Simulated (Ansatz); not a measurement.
# Electron scattering at the Σ11 (332) boundary in bcc Mo with W (substitutional)

Aim: the relaxed structure and the specific resistance of the Σ11 (332) boundary in bcc Mo with W (substitutional).

Calculated with Ansatz 0.2.0; Ansatz plane-wave DFT, PBE, PAW files; relaxation of a bicrystal slab with its lowest layers held; PAW set soft_1, in the first sound run; inputs show where later runs differ.

### 1. The starting structure

The cell holds 28 atoms: 27 Mo and 1 W. Cell: a = 4.451 Å, b = 5.219 Å, c = 29.786 Å, α = 90.0°, β = 90.0°, γ = 90.0°. It derives from Mo. built on the (3 3 2) plane; 2 overlapping atoms removed and the grains opened by 0 Å. Vacuum lies along c.

### 2. Relaxing the bicrystal

The boundary is built by mirroring the lower grain in the boundary plane and removing any atoms that overlap; then the W is put in at the boundary. A thin bicrystal slab is relaxed first, with the lowest layers held and the upper grain free to shift and open.

input.yaml

```yaml
crystal:
  lattice:
    - [4.4505300808, 0.0, 0.0]
    - [0.0, 5.2187091076, 0.0]
    - [0.0, 0.0, 29.7863943232]
  atoms:
    - { symbol: Mo, position: [0.0, 0.2727272728, 0.167861875] }
    - { symbol: Mo, position: [0.5, 1.0e-10, 0.1903870134] }
    - { symbol: Mo, position: [0.0, 0.7272727273, 0.2129121518] }
    - { symbol: Mo, position: [0.5, 0.4545454546, 0.2354372902] }
    - { symbol: Mo, position: [0.0, 0.1818181819, 0.2579624286] }
    - { symbol: Mo, position: [0.5, 0.9090909091, 0.280487567] }
    - { symbol: Mo, position: [0.0, 0.6363636364, 0.3030127053] }
    - { symbol: Mo, position: [0.5, 0.3636363637, 0.3255378437] }
    - { symbol: Mo, position: [0.0, 0.0909090909, 0.3480629821] }
    - { symbol: Mo, position: [0.5, 0.8181818182, 0.3705881205] }
    - { symbol: Mo, position: [0.0, 0.5454545455, 0.3931132589] }
    - { symbol: Mo, position: [0.5, 0.2727272727, 0.4156383973] }
    - { symbol: W, position: [0.0, 0.0, 0.4381635357] }
    - { symbol: Mo, position: [0.0, 0.5454545455, 0.4832138125] }
    - { symbol: Mo, position: [0.5, 0.8181818182, 0.5057389509] }
    - { symbol: Mo, position: [0.0, 0.0909090909, 0.5282640893] }
    - { symbol: Mo, position: [0.5, 0.3636363637, 0.5507892277] }
    - { symbol: Mo, position: [0.0, 0.6363636364, 0.5733143661] }
    - { symbol: Mo, position: [0.5, 0.9090909091, 0.5958395045] }
    - { symbol: Mo, position: [0.0, 0.1818181819, 0.6183646429] }
    - { symbol: Mo, position: [0.5, 0.4545454546, 0.6408897813] }
    - { symbol: Mo, position: [0.0, 0.7272727273, 0.6634149197] }
    - { symbol: Mo, position: [0.5, 1.0e-10, 0.6859400581] }
    - { symbol: Mo, position: [0.0, 0.2727272728, 0.7084651964] }
    - { symbol: Mo, position: [0.5, 0.5454545455, 0.7309903348] }
    - { symbol: Mo, position: [0.0, 0.8181818183, 0.7535154732] }
    - { symbol: Mo, position: [0.5, 0.090909091, 0.7760406116] }
    - { symbol: Mo, position: [0.0, 0.3636363637, 0.79856575] }
kpoints:
  mp_grid: { grid: [5, 5, 1] }
hamiltonian:
  xc: pbe
  pseudopotentials: { kind: paw, azcp: { folder: soft_1 } }
scf:
  occupations: { method: fermi_dirac, width: 0.1 }
relax:
  f_tol: 0.03
  max_steps: 80
  constraints: [{ sites: [0, 1, 2, 3, 4] }]
```

Command:

```bash
$ ansatz run input.yaml --threads 4 --pin off --max-ram 15360MiB --backend cpu --events-out ev --progress --plain --runs-dir out
```

Numbers of over 12 decimals in the logs are rounded to 6 here.

Output:

```text
Engine: ansatz 0.2.0, x86_64-unknown-linux-gnu
Pseudopotentials: kind: paw
Pseudopotential: Mo, paw, valence charge 14, recommended cutoff 420 eV (normal), soft_1/Mo.paw.azcp
Pseudopotential: W, paw, valence charge 14, recommended cutoff 420 eV (normal), soft_1/W.paw.azcp
Functional definition: PBE
  parameter kappa = 0.804
  parameter beta = 0.066725
  exchange = pbe_x(kappa = kappa, mu = beta*pi^2/3)
  correlation = pbe_c(beta = beta)
Crystal: 28 atoms, lattice volume = 691.819 Å³
Basis set: ecut = 420 eV, 13541 PW (Γ), exchange–correlation on 60×72×400 points (8 copies of the dense FFT grid, shifted against one another)
Bands: 236, of which v1, the nominal top of the filled ones, is band 196 counted from 1 (195 counted from 0)
Symmetry: 2 space group operations
Space group: Pm (ITA 6), of the structure as read, at distance tolerance 8.8e-5 Å
k-points: 9 of 25 (time reversal used)
Non-local potential: Mo, projectors of the file, l = 0: 3, l = 1: 2, l = 2: 2, l = 3: 1
Non-local potential: W, projectors of the file, l = 0: 3, l = 1: 2, l = 2: 2, l = 3: 1
PAW form: soft (Blöchl's): semilocal exchange-correlation on the pseudo side does not see the compensation charge
PAW one-centre angular grid: Mo, 590 points (default); XC on 64 Gauss nodes
PAW one-centre angular grid: W, 590 points (default); XC on 64 Gauss nodes
Initial density: superposition of atomic densities (neutral atoms: chi_scale 0, normalization atom)
Initial wavefunctions: pseudopotential atomic-orbital guess
Functional: x = pbe(κ = 0.804, μ = 0.219515), c = pbe(β = 0.066725)
SCF iter   1: F=—  HF=-144209.797000 eV  |F-HF|=—  |Δ(HF+E_count)|=         —  Δρ=8.84e-2  dr2=3.10e2  ethr=3.10e-3  ⟨swp⟩=7.9  Hψ=9514  notcnv=0
preconditioner: auto → LDOS  [metal: Δε(μ)=0.020 eV  Ē_g=4.403 eV  σ=0.100 eV  W_gap=0.05  n_scr=172 (ndim 8)  ℏωp=18.3 eV  f_vac=0.290  D(μ)=18.98/eV (n_scr^D=132)  β→1.0]
SCF iter   2: F=—  HF=-144202.323971 eV  |F-HF|=—  |Δ(HF+E_count)|=    7.47e0  Δρ=7.56e-2  dr2=3.89e2  ethr=3.10e-3  ⟨swp⟩=6.2  Hψ=6331  notcnv=0  defer=4
SCF iter   3: F=—  HF=-144187.149364 eV  |F-HF|=—  |Δ(HF+E_count)|=    1.52e1  Δρ=1.32e-2  dr2=6.40e0  ethr=3.10e-3  ⟨swp⟩=6.6  Hψ=6752  notcnv=0
SCF iter   4: F=—  HF=-144186.871272 eV  |F-HF|=—  |Δ(HF+E_count)|=   2.78e-1  Δρ=3.90e-3  dr2=1.60e-1  ethr=1.63e-3  ⟨swp⟩=2.3  Hψ=2687  notcnv=0
SCF iter   5: F=—  HF=-144186.831677 eV  |F-HF|=—  |Δ(HF+E_count)|=   3.96e-2  Δρ=1.19e-3  dr2=6.97e-2  ethr=4.09e-5  ⟨swp⟩=4.7  Hψ=5118  notcnv=0
SCF iter   6: F=—  HF=-144186.832532 eV  |F-HF|=—  |Δ(HF+E_count)|=   8.56e-4  Δρ=5.84e-4  dr2=1.20e-2  ethr=1.78e-5  ⟨swp⟩=1.2  Hψ=2162  notcnv=0
SCF iter   7: F=—  HF=-144186.831992 eV  |F-HF|=—  |Δ(HF+E_count)|=   5.40e-4  Δρ=1.32e-4  dr2=3.35e-4  ethr=3.06e-6  ⟨swp⟩=1.9  Hψ=2534  notcnv=0
SCF iter   8: F=—  HF=-144186.832040 eV  |F-HF|=—  |Δ(HF+E_count)|=   4.86e-5  Δρ=6.37e-5  dr2=1.29e-4  ethr=8.55e-8  ⟨swp⟩=3.0  Hψ=4032  notcnv=0
SCF iter   9: F=-144186.832032 eV  HF=-144186.832036 eV  |F-HF|=4.31e-6  |Δ(HF+E_count)|=   4.29e-6  Δρ=1.93e-5  dr2=9.21e-6  ethr=5.74e-9  ⟨swp⟩=3.3  Hψ=7796  notcnv=0
SCF 1 converged in 9 iterations: F = -144186.832032 eV  dr2 = 9.21e-6
  greatest PAW one-centre occupation: 0.999 electrons in one spin orbital (limit 2), on the W atom at site 12 (counted from 0), in its partial waves of l = 0
relax step   1: F+E_penalty+E_count = -144186.83203160 eV  Δ(F+E_penalty+E_count) = +0.000e0 eV  max|allowed force component| = 1.928e0 eV/Å  Δτ_max = 0.0000 Å  (9 SCF iters, dr2 threshold 2.25e-5 eV, accepted)
Initial density: handed on by an earlier stage of this run
Initial wavefunctions: those handed on with the density
iter 1 solved again at ethr=6.43e-4 eV; its pass at ethr=3.10e-3 eV (dr2=2.52e0 eV) is discarded
SCF iter   1: F=—  HF=-144187.665481 eV  |F-HF|=—  |Δ(HF+E_count)|=         —  Δρ=1.11e-2  dr2=2.63e0  ethr=6.43e-4  ⟨swp⟩=2.3  Hψ=6685  notcnv=0
preconditioner: auto → LDOS  [metal: Δε(μ)=0.008 eV  Ē_g=3.875 eV  σ=0.100 eV  W_gap=0.02  n_scr=172 (ndim 8)  ℏωp=18.3 eV  f_vac=0.297  D(μ)=22.95/eV (n_scr^D=172)  β→1.0]
SCF iter   2: F=—  HF=-144187.574685 eV  |F-HF|=—  |Δ(HF+E_count)|=   9.08e-2  Δρ=4.42e-3  dr2=3.78e-1  ethr=6.43e-4  ⟨swp⟩=4.3  Hψ=4088  notcnv=0
SCF iter   3: F=—  HF=-144187.537411 eV  |F-HF|=—  |Δ(HF+E_count)|=   3.73e-2  Δρ=2.05e-3  dr2=7.76e-2  ethr=9.64e-5  ⟨swp⟩=2.8  Hψ=4184  notcnv=0
SCF iter   4: F=—  HF=-144187.526174 eV  |F-HF|=—  |Δ(HF+E_count)|=   1.12e-2  Δρ=3.35e-4  dr2=1.33e-3  ethr=1.98e-5  ⟨swp⟩=2.4  Hψ=3128  notcnv=0
SCF iter   5: F=—  HF=-144187.526016 eV  |F-HF|=—  |Δ(HF+E_count)|=   1.58e-4  Δρ=1.24e-4  dr2=2.38e-4  ethr=3.39e-7  ⟨swp⟩=3.0  Hψ=4325  notcnv=0
SCF iter   6: F=-144187.526049 eV  HF=-144187.526059 eV  |F-HF|=1.00e-5  |Δ(HF+E_count)|=   4.33e-5  Δρ=4.55e-5  dr2=3.41e-5  ethr=2.55e-8  ⟨swp⟩=3.0  Hψ=7883  notcnv=0
SCF 2 converged in 6 iterations: F = -144187.526049 eV  dr2 = 3.41e-5
relax step   2: F+E_penalty+E_count = -144187.52604895 eV  Δ(F+E_penalty+E_count) = -6.940e-1 eV  max|allowed force component| = 5.602e-1 eV/Å  Δτ_max = 0.1949 Å  (6 SCF iters, dr2 threshold 1.00e-4 eV, accepted)
SCF iter   1: F=—  HF=-144188.234805 eV  |F-HF|=—  |Δ(HF+E_count)|=         —  Δρ=1.93e-2  dr2=1.56e1  ethr=3.10e-3  ⟨swp⟩=6.0  Hψ=5312  notcnv=0
preconditioner: auto → LDOS  [metal: Δε(μ)=0.009 eV  Ē_g=3.904 eV  σ=0.100 eV  W_gap=0.02  n_scr=172 (ndim 8)  ℏωp=18.3 eV  f_vac=0.301  D(μ)=21.82/eV (n_scr^D=158)  β→1.0]
SCF iter   2: F=—  HF=-144187.898605 eV  |F-HF|=—  |Δ(HF+E_count)|=   3.36e-1  Δρ=6.79e-3  dr2=6.93e-1  ethr=3.10e-3  ⟨swp⟩=2.0  Hψ=2687  notcnv=0
SCF iter   3: F=—  HF=-144187.815253 eV  |F-HF|=—  |Δ(HF+E_count)|=   8.34e-2  Δρ=3.51e-3  dr2=1.91e-1  ethr=1.77e-4  ⟨swp⟩=3.2  Hψ=4082  notcnv=0
SCF iter   4: F=—  HF=-144187.787109 eV  |F-HF|=—  |Δ(HF+E_count)|=   2.81e-2  Δρ=4.65e-4  dr2=2.72e-3  ethr=4.86e-5  ⟨swp⟩=2.6  Hψ=3791  notcnv=0
SCF iter   5: F=—  HF=-144187.785874 eV  |F-HF|=—  |Δ(HF+E_count)|=   1.24e-3  Δρ=1.54e-4  dr2=2.54e-4  ethr=6.93e-7  ⟨swp⟩=3.0  Hψ=4436  notcnv=0
SCF iter   6: F=—  HF=-144187.785935 eV  |F-HF|=—  |Δ(HF+E_count)|=   6.19e-5  Δρ=7.08e-5  dr2=5.70e-5  ethr=6.47e-8  ⟨swp⟩=2.0  Hψ=2847  notcnv=0
SCF iter   7: F=-144187.785940 eV  HF=-144187.785943 eV  |F-HF|=2.64e-6  |Δ(HF+E_count)|=   7.10e-6  Δρ=2.07e-5  dr2=6.55e-6  ethr=5.00e-9  ⟨swp⟩=5.0  Hψ=7743  notcnv=0
SCF 3 converged in 7 iterations: F = -144187.785940 eV  dr2 = 6.55e-6
relax step   3: F+E_penalty+E_count = -144187.78593992 eV  Δ(F+E_penalty+E_count) = -2.599e-1 eV  max|allowed force component| = 2.186e-1 eV/Å  Δτ_max = 0.1937 Å  (7 SCF iters, dr2 threshold 1.96e-5 eV, accepted)
[... from here on, the SCF cycles and remarks between the steps are left out ...]
relax step   4: F+E_penalty+E_count = -144187.87322851 eV  Δ(F+E_penalty+E_count) = -8.729e-2 eV  max|allowed force component| = 1.165e-1 eV/Å  Δτ_max = 0.1934 Å  (8 SCF iters, dr2 threshold 4.04e-6 eV, accepted)
relax step   5: F+E_penalty+E_count = -144187.88097827 eV  Δ(F+E_penalty+E_count) = -7.750e-3 eV  max|allowed force component| = 9.869e-2 eV/Å  Δτ_max = 0.0608 Å  (7 SCF iters, dr2 threshold 2.07e-6 eV, accepted)
relax step   6: F+E_penalty+E_count = -144187.87582773 eV  Δ(F+E_penalty+E_count) = +5.151e-3 eV  max|allowed force component| = 2.847e-1 eV/Å  Δτ_max = 0.0861 Å  (7 SCF iters, dr2 threshold 2.77e-6 eV, rejected (line search))
relax step   7: F+E_penalty+E_count = -144187.88755611 eV  Δ(F+E_penalty+E_count) = -6.578e-3 eV  max|allowed force component| = 3.665e-2 eV/Å  Δτ_max = 0.0419 Å  (7 SCF iters, accepted)
relax step   8: F+E_penalty+E_count = -144187.89157801 eV  Δ(F+E_penalty+E_count) = -4.022e-3 eV  max|allowed force component| = 4.999e-2 eV/Å  Δτ_max = 0.0649 Å  (9 SCF iters, accepted)
relax step   9: F+E_penalty+E_count = -144187.89342171 eV  Δ(F+E_penalty+E_count) = -1.844e-3 eV  max|allowed force component| = 4.111e-2 eV/Å  Δτ_max = 0.0502 Å  (8 SCF iters, accepted)
relax step  10: F+E_penalty+E_count = -144187.89398031 eV  Δ(F+E_penalty+E_count) = -5.586e-4 eV  max|allowed force component| = 9.677e-3 eV/Å  Δτ_max = 0.0240 Å  (6 SCF iters, dr2 threshold 1.14e-6 eV, accepted)
iter 1 solved again at ethr=2.59e-10 eV; its pass at ethr=3.10e-3 eV (dr2=1.02e-6 eV) is discarded
SCF iter   1: F=—  HF=-144187.893657 eV  |F-HF|=—  |Δ(HF+E_count)|=         —  Δρ=8.67e-6  dr2=1.02e-6  ethr=2.59e-10  ⟨swp⟩=2.1  Hψ=5081  notcnv=0
preconditioner: auto → LDOS  [metal: Δε(μ)=0.015 eV  Ē_g=3.925 eV  σ=0.100 eV  W_gap=0.04  n_scr=172 (ndim 8)  ℏωp=18.3 eV  f_vac=0.308  D(μ)=22.32/eV (n_scr^D=160)  β→1.0]
SCF iter   2: F=—  HF=-144187.893981 eV  |F-HF|=—  |Δ(HF+E_count)|=   3.24e-4  Δρ=7.98e-6  dr2=1.03e-6  ethr=2.59e-10  ⟨swp⟩=2.7  Hψ=4494  notcnv=0
SCF iter   3: F=-144187.893981 eV  HF=-144187.893981 eV  |F-HF|=2.42e-8  |Δ(HF+E_count)|=   1.41e-7  Δρ=1.85e-6  dr2=5.12e-8  ethr=2.55e-11  ⟨swp⟩=3.1  Hψ=8596  notcnv=0
SCF 11 converged in 3 iterations: F = -144187.893981 eV  dr2 = 5.12e-8
relax step  11: F+E_penalty+E_count = -144187.89398100 eV  Δ(F+E_penalty+E_count) = -6.873e-7 eV  max|allowed force component| = 9.621e-3 eV/Å  Δτ_max = 0.0000 Å  (3 SCF iters, accepted)
SCF converged after 3 iterations
Free energy (F): -144187.893981 eV
Harris-Foulkes:  -144187.893981 eV  (|F-HF|=2.42e-8)
Internal energy: -144187.152161 eV  (E = F + TS)
E sigma→0 (E₀):  -144187.523071 eV
Entropy (-TS):   -0.741820 eV (-26.494 meV/atom)
Fermi energy:    11.941927 eV
--- Per-component energies (eV) ---
  E_band       = -5107.588642
  E_kinetic    = 11803.177309
  E_local      = -391694.544871  (includes V_loc(G=0)·N_el)
  E_nonlocal   = 3989.135722
  E_hartree    = 190710.244424
  E_xc         = -5012.001902
  E_vxc        = -6144.559180  (∫ρ·V_xc dr)
  E_paw        = -95300.365956  (= ΣΔE_a)
  E_vpaw       = -4481.278639  (= ΣTr[D̂ρ^β])
  E_aug_tail   = 0.001475  (compensation charges beyond the density's cutoff)
  E_ewald      = 141317.201639
  E_smearing   = -0.741820  (= −TS)
  E_closure    = 0.000000  (closes the sum)
  Σ components = -144187.893981   (vs F -144187.893981, Δ=0.00e0)
--- Forces (eV/Å), atoms counted from 1 ---
  atom   1  Mo     0.00000000    -0.47358040     2.00164818
  atom   2  Mo     0.00000000     0.84345505     0.53188111
  atom   3  Mo     0.00000000    -0.46922246    -0.32025534
  atom   4  Mo     0.00000000    -0.03422735    -1.16401813
  atom   5  Mo     0.00000000     0.13372454    -1.04801725
  atom   6  Mo     0.00000000    -0.00038601    -0.00059069
  atom   7  Mo     0.00000000    -0.00212059     0.00112273
  atom   8  Mo     0.00000000    -0.00113479     0.00210389
  atom   9  Mo     0.00000000    -0.00253510    -0.00962088
  atom  10  Mo     0.00000000     0.00370318     0.00169400
  atom  11  Mo     0.00000000    -0.00005955    -0.00195018
  atom  12  Mo     0.00000000     0.00278147     0.00552486
  atom  13  W      0.00000000     0.00314686    -0.00206980
  atom  14  Mo     0.00000000    -0.00514676    -0.00134583
  atom  15  Mo     0.00000000    -0.00017336     0.00359704
  atom  16  Mo     0.00000000     0.00096676     0.00193390
  atom  17  Mo     0.00000000     0.00199579    -0.00363237
  atom  18  Mo     0.00000000    -0.00151030     0.00025573
  atom  19  Mo     0.00000000    -0.00081902     0.00038402
  atom  20  Mo     0.00000000     0.00112032    -0.00223497
  atom  21  Mo     0.00000000    -0.00042686     0.00048840
  atom  22  Mo     0.00000000    -0.00013569     0.00154364
  atom  23  Mo     0.00000000     0.00049930    -0.00151325
  atom  24  Mo     0.00000000     0.00031146     0.00196424
  atom  25  Mo     0.00000000     0.00082766     0.00055690
  atom  26  Mo     0.00000000     0.00055932    -0.00006759
  atom  27  Mo     0.00000000     0.00012553     0.00114908
  atom  28  Mo     0.00000000    -0.00181889    -0.00056003
  max |Σ_I F_I| component: 7.99e-5 eV/Å
--- Relaxed structure (11 steps of the walk, 10 accepted, 0 SCFs on fresh bases) ---
  F+E_penalty+E_count = -144187.89398100 eV   max|allowed force component| = 9.621e-3 eV/Å
  atoms:
    - { symbol: Mo, position: [0.0, 0.2727272728, 0.167862] }
    - { symbol: Mo, position: [0.5, 1.0000000000000002e-10, 0.1903870134] }
    - { symbol: Mo, position: [0.0, 0.7272727273, 0.212912] }
    - { symbol: Mo, position: [0.5, 0.454545, 0.235437] }
    - { symbol: Mo, position: [0.0, 0.181818, 0.257962] }
    - { symbol: Mo, position: [0.5, 0.911606, 0.279172] }
    - { symbol: Mo, position: [0.0, 0.636489, 0.302111] }
    - { symbol: Mo, position: [0.5, 0.364048, 0.326130] }
    - { symbol: Mo, position: [0.0, 0.092603, 0.348074] }
    - { symbol: Mo, position: [0.5, 0.818981, 0.371490] }
    - { symbol: Mo, position: [0.0, 0.542315, 0.391584] }
    - { symbol: Mo, position: [0.5, 0.269629, 0.421341] }
    - { symbol: W, position: [0.0, -0.00588094, 0.433256] }
    - { symbol: Mo, position: [0.0, 0.492593, 0.477034] }
    - { symbol: Mo, position: [0.5, 0.766374, 0.487745] }
    - { symbol: Mo, position: [0.0, 0.039015, 0.519345] }
    - { symbol: Mo, position: [0.5, 0.316358, 0.537844] }
    - { symbol: Mo, position: [0.0, 0.588359, 0.561988] }
    - { symbol: Mo, position: [0.5, 0.860002, 0.583715] }
    - { symbol: Mo, position: [0.0, 0.134585, 0.606879] }
    - { symbol: Mo, position: [0.5, 0.407120, 0.630050] }
    - { symbol: Mo, position: [0.0, 0.677798, 0.653091] }
    - { symbol: Mo, position: [0.5, -0.044893, 0.675738] }
    - { symbol: Mo, position: [0.0, 0.222668, 0.698532] }
    - { symbol: Mo, position: [0.5, 0.502569, 0.723083] }
    - { symbol: Mo, position: [0.0, 0.760593, 0.742206] }
    - { symbol: Mo, position: [0.5, 0.047230, 0.761476] }
    - { symbol: Mo, position: [0.0, 0.302167, 0.780821] }
```

The job ended after 5 min (4 threads of Intel Xeon Platinum 8375C at 2.90GHz (Ice Lake), shared host; peak memory 3.4 GiB).

Relaxation path:

| step | energy less that of the first step (eV) | largest force component (eV/Å) |
| --- | --- | --- |
| 1 | 0.0000 | 1.9281 |
| 2 | -0.6940 | 0.5602 |
| 3 | -0.9539 | 0.2186 |
| 4 | -1.0412 | 0.1165 |
| 5 | -1.0489 | 0.0987 |
| 6 | -1.0438 | 0.2847 |
| 7 | -1.0555 | 0.0367 |
| 8 | -1.0595 | 0.0500 |
| 9 | -1.0614 | 0.0411 |
| 10 | -1.0619 | 0.0097 |
| 11 | -1.0619 | 0.0096 |

Relaxation step 6 was tried and not accepted.

The run keeps the 2 symmetry operations that it works with, so distortions that break them were not tested.

The atoms that moved most (Å):

```
atom     dx      dy      dz  length
Mo28  0.000  -0.321  -0.529   0.618
Mo15  0.000  -0.270  -0.536   0.600
Mo27  0.000  -0.228  -0.434   0.490
Mo17  0.000  -0.247  -0.386   0.458
Mo26  0.000  -0.301  -0.337   0.451
Mo19  0.000  -0.256  -0.361   0.443
Mo20  0.000  -0.246  -0.342   0.422
Mo18  0.000  -0.251  -0.337   0.420
```

The relaxed structure:

```cif
data_structure
_symmetry_space_group_name_H-M 'P 1'
_symmetry_Int_Tables_number 1
_cell_length_a 4.4505
_cell_length_b 5.2187
_cell_length_c 29.7864
_cell_angle_alpha 90.000
_cell_angle_beta 90.000
_cell_angle_gamma 90.000
_cell_volume 691.82
loop_
_atom_site_label
_atom_site_type_symbol
_atom_site_fract_x
_atom_site_fract_y
_atom_site_fract_z
_atom_site_occupancy
Mo1 Mo 0.00000 0.27273 0.16786 1
Mo2 Mo 0.50000 0.00000 0.19039 1
Mo3 Mo 0.00000 0.72727 0.21291 1
Mo4 Mo 0.50000 0.45455 0.23544 1
Mo5 Mo 0.00000 0.18182 0.25796 1
Mo6 Mo 0.50000 0.91161 0.27917 1
Mo7 Mo 0.00000 0.63649 0.30211 1
Mo8 Mo 0.50000 0.36405 0.32613 1
Mo9 Mo 0.00000 0.09260 0.34807 1
Mo10 Mo 0.50000 0.81898 0.37149 1
Mo11 Mo 0.00000 0.54232 0.39158 1
Mo12 Mo 0.50000 0.26963 0.42134 1
W13 W 0.00000 0.99412 0.43326 1
Mo14 Mo 0.00000 0.49259 0.47703 1
Mo15 Mo 0.50000 0.76637 0.48774 1
Mo16 Mo 0.00000 0.03902 0.51935 1
Mo17 Mo 0.50000 0.31636 0.53784 1
Mo18 Mo 0.00000 0.58836 0.56199 1
Mo19 Mo 0.50000 0.86000 0.58372 1
Mo20 Mo 0.00000 0.13459 0.60688 1
Mo21 Mo 0.50000 0.40712 0.63005 1
Mo22 Mo 0.00000 0.67780 0.65309 1
Mo23 Mo 0.50000 0.95511 0.67574 1
Mo24 Mo 0.00000 0.22267 0.69853 1
Mo25 Mo 0.50000 0.50257 0.72308 1
Mo26 Mo 0.00000 0.76059 0.74221 1
Mo27 Mo 0.50000 0.04723 0.76148 1
Mo28 Mo 0.00000 0.30217 0.78082 1
```

This step gave:

* free energy: -144187.8940 eV
* energy at zero smearing: -144187.5231 eV
* Fermi energy: 11.94 eV

The largest force component on a free atom ends at 0.0096 eV/Å, under the tolerance of 0.03, after 11 steps.

(Continued in part 2 of 2.)

[Logs are printed without paths, hosts, clocks, repeated set-up lines and the standing remarks that a program may print on its own settings, such as how far it seeks lower states.]

[Hosts, paths, dates, database ids (printed as entryN), source tags and the programs' standing remarks are cut or masked in the printed files.]
